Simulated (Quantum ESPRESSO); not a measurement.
# Band edges of AlP(110) under the vacuum level, part 2 of 6

How deep do the band edges lie under the vacuum at AlP(110), and what does relaxation change?

Quantum ESPRESSO 7.5; plane-wave DFT, PBE, GBRV ultrasoft pseudopotentials.

So far: The structure; Self-consistent run of the ideal slab; Electrostatic potential of the ideal slab; Planar and running averages.

## 5. Relaxing the ions

Both faces relax; the three middle layers are held, so that the slab's middle stays bulk-like.

relax.in

```
&control
  prefix = 'relax'
  outdir = './out'
  pseudo_dir = './pseudo'
  nstep = 60
  forc_conv_thr = 0.001
  calculation = 'relax'
/
&system
  ibrav = 0
  nat = 18
  ntyp = 2
  ecutwfc = 40
  ecutrho = 200
  occupations = 'smearing'
  smearing = 'fd'
  degauss = 0.002
/
&electrons
  conv_thr = 1e-07
  mixing_beta = 0.4
  electron_maxstep = 120
  mixing_mode = 'plain'
/
&ions
/
ATOMIC_SPECIES
  Al  26.9815  al_pbe_v1.uspp.F.UPF
  P   30.9738  p_pbe_v1.5.uspp.F.UPF
CELL_PARAMETERS angstrom
  5.51000000000000 0.00000000000000 0.00000000000000
  0.00000000000000 3.89615836433788 0.00000000000000
  0.00000000000000 0.00000000000000 31.58463345735150
ATOMIC_POSITIONS crystal
  Al  0.000000000000 0.000000000000 0.253287726476
  P   0.250000000000 0.500000000000 0.253287726476
  Al  0.500000000000 0.500000000000 0.314965794857
  P   0.750000000000 0.000000000000 0.314965794857
  Al  0.000000000000 0.000000000000 0.376643863238
  P   0.250000000000 0.500000000000 0.376643863238
  Al  0.500000000000 0.500000000000 0.438321931619 0 0 0
  P   0.750000000000 0.000000000000 0.438321931619 0 0 0
  Al  0.000000000000 0.000000000000 0.500000000000 0 0 0
  P   0.250000000000 0.500000000000 0.500000000000 0 0 0
  Al  0.500000000000 0.500000000000 0.561678068381 0 0 0
  P   0.750000000000 0.000000000000 0.561678068381 0 0 0
  Al  0.000000000000 0.000000000000 0.623356136762
  P   0.250000000000 0.500000000000 0.623356136762
  Al  0.500000000000 0.500000000000 0.685034205143
  P   0.750000000000 0.000000000000 0.685034205143
  Al  0.000000000000 0.000000000000 0.746712273524
  P   0.250000000000 0.500000000000 0.746712273524
K_POINTS automatic
  4 6 1 0 0 0
```

Launch:

```
> OMP_NUM_THREADS=1 mpirun -n 4 pw.x -nk 2 -in relax.in > relax.out
```

Output:

```text
[banner, memory and clock lines left out]
Program PWSCF v.7.5 starts
[citation notice left out]

[...]
Message from routine setup:
[...]
bravais-lattice index     =            0
     lattice parameter (alat)  =      10.4124  a.u.
     unit-cell volume          =    4575.7327 (a.u.)^3
     number of atoms/cell      =           18
     number of atomic types    =            2
     number of electrons       =        72.00
     number of Kohn-Sham states=           43
     kinetic-energy cutoff     =      40.0000  Ry
     charge density cutoff     =     200.0000  Ry
     scf convergence threshold =      1.0E-07
     mixing beta               =       0.4000
     number of iterations used =            8  plain     mixing
     energy convergence thresh.=      1.0E-04
     force convergence thresh. =      1.0E-03
     Exchange-correlation=  SLA  PW   PBX  PBC
                           (   1   4   3   4   0   0   0)
     nstep                     =           60

[...]
PseudoPot. # 1 for Al read from file:
     ./pseudo/al_pbe_v1.uspp.F.UPF
     Pseudo is Ultrasoft + core correction, Zval =  3.0
     Generated by new atomic code, or converted to UPF format
     Using radial grid of  893 points,  3 beta functions with:
                l(1) =   0
                l(2) =   1
                l(3) =   2
     Q(r) pseudized with  8 coefficients,  rinner =    0.900   0.900   0.900
                                                       0.900   0.900

     PseudoPot. # 2 for P  read from file:
     ./pseudo/p_pbe_v1.5.uspp.F.UPF
     Pseudo is Ultrasoft + core correction, Zval =  5.0
     Generated by new atomic code, or converted to UPF format
     Using radial grid of  903 points,  6 beta functions with:
                l(1) =   0
                l(2) =   0
                l(3) =   1
                l(4) =   1
                l(5) =   2
                l(6) =   2
     Q(r) pseudized with  8 coefficients,  rinner =    1.300   1.300   1.300
                                                       1.300   1.300

     atomic species   valence    mass     pseudopotential
     Al                3.00    26.98150     Al( 1.00)
     P                 5.00    30.97380     P ( 1.00)

      4 Sym. Ops. (no inversion) found

[...]
number of k points=    12  Fermi-Dirac smearing, width (Ry)=  0.0020
[...]
Dense  grid:   218823 G-vectors     FFT dimensions: (  48,  36, 270)

     Smooth grid:   156373 G-vectors     FFT dimensions: (  45,  30, 243)

     Initial potential from superposition of free atoms

     starting charge      71.9764, renormalised to      72.0000

     negative rho (up, down):  2.803E-04 0.000E+00
     Starting wfcs are   72 randomized atomic wfcs

     per-process dynamical memory:   132.2 Mb

     Self-consistent Calculation

     iteration #  1     ecut=    40.00 Ry     beta= 0.40
     Davidson diagonalization with overlap
     ethr =  1.00E-02,  avg # of iterations =  3.3

     negative rho (up, down):  2.371E-04 0.000E+00

     total energy              =    -200.40791935 Ry
     estimated scf accuracy    <       1.16915407 Ry

     iteration #  2     ecut=    40.00 Ry     beta= 0.40
[...]
negative rho (up, down):  2.875E-04 0.000E+00

[...]
total energy              =    -200.52515420 Ry
     estimated scf accuracy    <       0.22806634 Ry

     iteration #  3     ecut=    40.00 Ry     beta= 0.40
[...]
negative rho (up, down):  3.282E-04 0.000E+00

[...]
total energy              =    -200.53124563 Ry
     estimated scf accuracy    <       0.37400782 Ry

     iteration #  4     ecut=    40.00 Ry     beta= 0.40
[...]
negative rho (up, down):  3.707E-04 0.000E+00

[...]
total energy              =    -200.57706623 Ry
     estimated scf accuracy    <       0.02875926 Ry

     iteration #  5     ecut=    40.00 Ry     beta= 0.40
[...]
negative rho (up, down):  4.029E-04 0.000E+00

[...]
total energy              =    -200.57913038 Ry
     estimated scf accuracy    <       0.00732203 Ry

     iteration #  6     ecut=    40.00 Ry     beta= 0.40
[...]
c_bands:  1 eigenvalues not converged
[...]
negative rho (up, down):  4.176E-04 0.000E+00

[...]
total energy              =    -200.57982914 Ry
     estimated scf accuracy    <       0.00050822 Ry

[...]
iteration #  9     ecut=    40.00 Ry     beta= 0.40
[...]
negative rho (up, down):  4.258E-04 0.000E+00

[...]
total energy              =    -200.58007631 Ry
     estimated scf accuracy    <       0.00000244 Ry

     iteration # 10     ecut=    40.00 Ry     beta= 0.40
[...]
negative rho (up, down):  4.265E-04 0.000E+00

[...]
total energy              =    -200.58007717 Ry
     estimated scf accuracy    <       0.00000025 Ry

     iteration # 11     ecut=    40.00 Ry     beta= 0.40
[...]
negative rho (up, down):  4.269E-04 0.000E+00

[...]
total energy              =    -200.58007733 Ry
     estimated scf accuracy    <       0.00000015 Ry

     iteration # 12     ecut=    40.00 Ry     beta= 0.40
[...]
negative rho (up, down):  4.274E-04 0.000E+00

[...]
End of self-consistent calculation

          k = 0.0000 0.0000 0.0000 ( 19571 PWs)   bands (ev):

   -10.9411 -10.6862 -10.3125  -9.8369  -9.2941  -8.9138  -8.7816  -8.5505
    -8.5496  -4.8230  -4.6537  -4.4430  -4.1624  -3.7183  -2.9493  -2.8524
    -2.8152  -2.2665  -2.2486  -1.8802  -1.6950  -1.6436  -1.4286  -1.2647
    -1.1240  -0.8464  -0.7425  -0.4694  -0.3066  -0.1148   0.0277   0.2420
     0.3818   0.3906   0.5161   0.5288   1.7352   1.9619   2.2945   2.6799
     3.1047   3.2365   3.6333

          k = 0.0000 0.2357 0.0000 ( 19593 PWs)   bands (ev):

   -10.7444 -10.4934 -10.1274  -9.6663  -9.1493  -8.8229  -8.7566  -8.4748
    -8.4677  -4.6943  -4.5621  -4.4122  -4.1930  -3.7970  -3.0623  -2.6979
    -2.6727  -2.4693  -2.2619  -2.1544  -2.0576  -2.0466  -1.8803  -1.5748
    -1.4794  -1.2366  -1.2106  -1.0410  -0.9128  -0.7510  -0.6850  -0.4944
    -0.2989  -0.1857   0.3780   0.4606   1.9181   2.0485   3.0486   3.7922
[...]
BFGS Geometry Optimization
     Energy error            =      2.0E-02 Ry
     Gradient error          =      5.9E-02 Ry/Bohr

     number of scf cycles    =   1
     number of bfgs steps    =   0

     energy             new  =    -200.5800773599 Ry

     new trust radius        =       0.0809521234 bohr
     new conv_thr            =       0.0000001000 Ry

ATOMIC_POSITIONS (crystal)
Al               0.0053280924        0.0000000000        0.2542754350
P                0.2475540964        0.5000000000        0.2525292680
Al               0.4985519736        0.5000000000        0.3149920403
P                0.7478828976        0.0000000000        0.3146292910
Al               0.0010656163        0.0000000000        0.3767009389
P                0.2500161223        0.5000000000        0.3767182557
Al               0.5000000000        0.5000000000        0.4383219316    0   0   0
P                0.7500000000        0.0000000000        0.4383219316    0   0   0
Al               0.0000000000        0.0000000000        0.5000000000    0   0   0
P                0.2500000000        0.5000000000        0.5000000000    0   0   0
Al               0.5000000000        0.5000000000        0.5616780684    0   0   0
P                0.7500000000        0.0000000000        0.5616780684    0   0   0
Al               0.0010656163        0.0000000000        0.6232990611
P                0.2500161223        0.5000000000        0.6232817443
Al               0.4985519736        0.5000000000        0.6850079597
P                0.7478828976        0.0000000000        0.6853707090
Al               0.0053280924        0.0000000000        0.7457245650
P                0.2475540964        0.5000000000        0.7474707320

[...]
NEW-OLD atomic charge density approx. for the potential

     negative rho (up, down):  6.116E-04 0.000E+00

     per-process dynamical memory:   174.1 Mb

[...]
!    total energy              =    -200.59930619 Ry
[...]
Total force =     0.121245     Total SCF correction =     0.000060
[...]
number of bfgs steps    =   1
[...]
energy             new  =    -200.5993061890 Ry
[...]
WARNING: bfgs curvature condition failed, Theta= 0.968
     new trust radius        =       0.0890473358 bohr
[...]
!    total energy              =    -200.61624367 Ry
[...]
Total force =     0.100942     Total SCF correction =     0.000078
[...]
number of bfgs steps    =   2
[...]
energy             new  =    -200.6162436705 Ry
[...]
new trust radius        =       0.1335710036 bohr
[...]
!    total energy              =    -200.63601841 Ry
[...]
Total force =     0.079478     Total SCF correction =     0.000213
[...]
number of bfgs steps    =   3
[...]
energy             new  =    -200.6360184098 Ry
[...]
new trust radius        =       0.2003565055 bohr
[...]
!    total energy              =    -200.65655937 Ry
[...]
Total force =     0.063053     Total SCF correction =     0.000320
[...]
number of bfgs steps    =   4
[...]
energy             new  =    -200.6565593741 Ry
[...]
new trust radius        =       0.3005347582 bohr
[...]
!    total energy              =    -200.67183325 Ry
[...]
Total force =     0.055874     Total SCF correction =     0.000121
[...]
number of bfgs steps    =   5
[...]
energy             new  =    -200.6718332472 Ry
[...]
new trust radius        =       0.0873058114 bohr
[...]
!    total energy              =    -200.67494993 Ry
[...]
Total force =     0.048159     Total SCF correction =     0.000054
[...]
number of bfgs steps    =   6
[...]
energy             new  =    -200.6749499270 Ry
[...]
new trust radius        =       0.0804196609 bohr
[...]
!    total energy              =    -200.68266203 Ry
[...]
Total force =     0.003165     Total SCF correction =     0.000052
[...]
number of bfgs steps    =  22
[...]
energy             new  =    -200.6826620332 Ry
[...]
new trust radius        =       0.0101039660 bohr
[...]
Self-consistent Calculation

     iteration #  1     ecut=    40.00 Ry     beta= 0.40
     Davidson diagonalization with overlap
     ethr =  1.00E-06,  avg # of iterations =  3.8

     Threshold (ethr) on eigenvalues was too large:
     Diagonalizing with lowered threshold

     Davidson diagonalization with overlap
     ethr =  1.16E-08,  avg # of iterations =  6.8

     negative rho (up, down):  5.336E-04 0.000E+00

     total energy              =    -200.68268062 Ry
     estimated scf accuracy    <       0.00001436 Ry

[...]
iteration #  7     ecut=    40.00 Ry     beta= 0.40
[...]
negative rho (up, down):  5.311E-04 0.000E+00

[...]
End of self-consistent calculation

          k = 0.0000 0.0000 0.0000 ( 19571 PWs)   bands (ev):

   -11.2144 -10.9966 -10.6291 -10.1341  -9.6072  -9.2283  -9.0475  -8.9643
    -8.9504  -5.1043  -4.9609  -4.7001  -4.3128  -3.8164  -3.2567  -3.1819
    -3.0549  -2.4042  -2.3764  -2.3035  -1.9178  -1.8303  -1.7465  -1.4628
    -1.4019  -1.3022  -1.0842  -0.6853  -0.5824  -0.5233  -0.3636  -0.1240
    -0.0241   0.0092   0.0291   0.0839   1.8445   2.0978   2.5243   2.6873
     3.0035   3.0859   3.2157

          k = 0.0000 0.2357 0.0000 ( 19593 PWs)   bands (ev):

   -11.0170 -10.8019 -10.4415  -9.9601  -9.4553  -9.1154  -9.0121  -8.9012
    -8.8998  -4.9736  -4.8630  -4.6681  -4.3489  -3.8677  -3.2971  -3.0951
    -2.8925  -2.7602  -2.6284  -2.4747  -2.3730  -2.2182  -2.2015  -1.8891
    -1.7469  -1.5435  -1.5054  -1.3646  -1.1183  -1.1058  -0.8916  -0.8139
    -0.5752  -0.4968  -0.2614  -0.0702   2.4060   2.8005   3.2904   3.4202
     3.5193   3.6627   3.7681

[...]
the Fermi energy is     0.6781 ev

!    total energy              =    -200.68268232 Ry
     estimated scf accuracy    <          8.6E-10 Ry
     smearing contrib. (-TS)   =      -0.00000000 Ry
     internal energy E=F+TS    =    -200.68268232 Ry

     The total energy is F=E-TS. E is the sum of the following terms:
     one-electron contribution =   -1670.19193330 Ry
     hartree contribution      =     854.79069162 Ry
     xc contribution           =     -91.74298697 Ry
     ewald contribution        =     706.46154634 Ry

     convergence has been achieved in   7 iterations

     negative rho (up, down):  5.311E-04 0.000E+00

     Forces acting on atoms (cartesian axes, Ry/au):

     atom    1 type  1   force =     0.00060182    0.00000000   -0.00046441
     atom    2 type  2   force =    -0.00056862    0.00000000   -0.00043615
     atom    3 type  1   force =     0.00079951    0.00000000   -0.00069432
     atom    4 type  2   force =     0.00154857   -0.00000000   -0.00042023
     atom    5 type  1   force =    -0.00063685   -0.00000000   -0.00075540
     atom    6 type  2   force =    -0.00027612    0.00000000   -0.00017804
     atom    7 type  1   force =    -0.00035486    0.00000000   -0.00129582
     atom    8 type  2   force =    -0.00127872    0.00000000    0.00487618
     atom    9 type  1   force =    -0.00022405    0.00000000    0.00000000
     atom   10 type  2   force =     0.00055460    0.00000000    0.00000000
     atom   11 type
```

The job ended after 30 min (4 MPI ranks of Arm Neoverse V2, shared host; peak memory 1.4 GiB; 2 h of CPU time).

Relaxation path (22 of 30):

| step | energy less that of the first step (eV) | largest force (eV/Å) |
| --- | --- | --- |
| 1 | 0.0000 | 2.0814 |
| 2 | -0.2616 | 1.8123 |
| 4 | -0.7611 | 1.1776 |
| 5 | -1.0406 | 0.7517 |
| 7 | -1.2908 | 0.5180 |
| 8 | -1.3431 | 0.3203 |
| 9 | -1.3633 | 0.1529 |
| 11 | -1.3696 | 0.1020 |
| 12 | -1.3717 | 0.0859 |
| 13 | -1.3737 | 0.1122 |
| 15 | -1.3788 | 0.1567 |
| 16 | -1.3835 | 0.1617 |
| 18 | -1.3923 | 0.0804 |
| 19 | -1.3938 | 0.0684 |
| 20 | -1.3946 | 0.0625 |
| 22 | -1.3954 | 0.0428 |
| 23 | -1.3957 | 0.0333 |
| 24 | -1.3960 | 0.0413 |
| 26 | -1.3967 | 0.0372 |
| 27 | -1.3972 | 0.0361 |
| 29 | -1.3978 | 0.0395 |
| 30 | -1.3980 | 0.0244 |

The atoms that moved most (Å):

| atom | dx | dy | dz | length |
| --- | --- | --- | --- | --- |
| Al17 | 0.401 | 0.000 | -0.462 | 0.611 |
| Al1 | 0.401 | 0.000 | 0.462 | 0.611 |
| P2 | 0.137 | 0.000 | -0.171 | 0.219 |
| P18 | 0.137 | 0.000 | 0.171 | 0.219 |
| Al3 | -0.018 | 0.000 | -0.079 | 0.081 |
| Al15 | -0.018 | 0.000 | 0.079 | 0.081 |
| P16 | -0.015 | 0.000 | -0.021 | 0.026 |
| P4 | -0.015 | 0.000 | 0.021 | 0.026 |

The relaxation lowers the energy by 78 meV an atom. On the free atoms the largest force ends at 0.024 eV/Å.

Numbers from this step:

| Property | Result |
| --- | --- |
| free energy | -2730.4290 eV |
| Fermi energy | 0.684 eV |

The program's own clock; routines nest. Time by routine:

| routine | wall time (s) | calls |
| --- | --- | --- |
| PWSCF | 1824 | 1 |
| electrons | 1768 | 30 |
| c_bands | 1471 | 270 |
| cegterg | 1359 | 1620 |
| h_psi | 926.3 | 8390 |
| fftw | 642.8 | 472660 |
| vloc_psi | 591 | 8390 |
| calbec | 246.2 | 10730 |
| sum_band | 225.7 | 270 |
| add_vuspsi | 167 | 8390 |
| h_psi:calbec | 166.3 | 8390 |
| s_psi | 166.3 | 8390 |
| newd | 55.54 | 284 |
| forces | 43.94 | 30 |

(Continued in part 3 of 6.)

[Logs are printed without paths, hosts, clocks, repeated set-up lines and the standing remarks that a program may print on its own settings, such as how far it seeks lower states.]

[Hosts, paths, dates, database ids (printed as entryN), source tags and the programs' standing remarks are cut or masked in the printed files.]

[Maps of the electrostatic potential energy from Ansatz leave out the sawtooth potential of an applied field or a dipole correction, so their vacuum need not be flat; planar profiles and work functions include it.]
